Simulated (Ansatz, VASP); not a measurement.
**Pd: VASP beside Ansatz**

```
Pd
1.0
     0.00000    1.92028    1.92028
     1.92028    0.00000    1.92028
     1.92028    1.92028    0.00000
Pd
1
Direct
  0.00000 0.00000 0.00000
```

Alike in both runs: task single point; functional LDA; k mesh 14 × 14 × 14; occupations fermi-dirac, width 0.2 eV; collinear spin.

|  | VASP | Ansatz |
| --- | --- | --- |
| version | VASP 6.6.1 | Ansatz 0.2.0 |
| potentials or method | VASP PAW LDA potentials, release 64 (Pd) | plane waves (420 eV) with PAW, scalar-relativistic |
| plane-wave cutoff (eV) | 520 | 420 |
| valence electrons in the cell | 10 | 18 |

|  | VASP | Ansatz | Ansatz less VASP |
| --- | --- | --- | --- |
| pressure (GPa) | 1.2 | 1.0 | -0.26 |
| net moment per atom (μB) | 0.00 | 0.00 | 0.000 |

The two sets of potentials don't hold the same shells in valence. Ansatz warned: «pseudo_functional_mismatch».
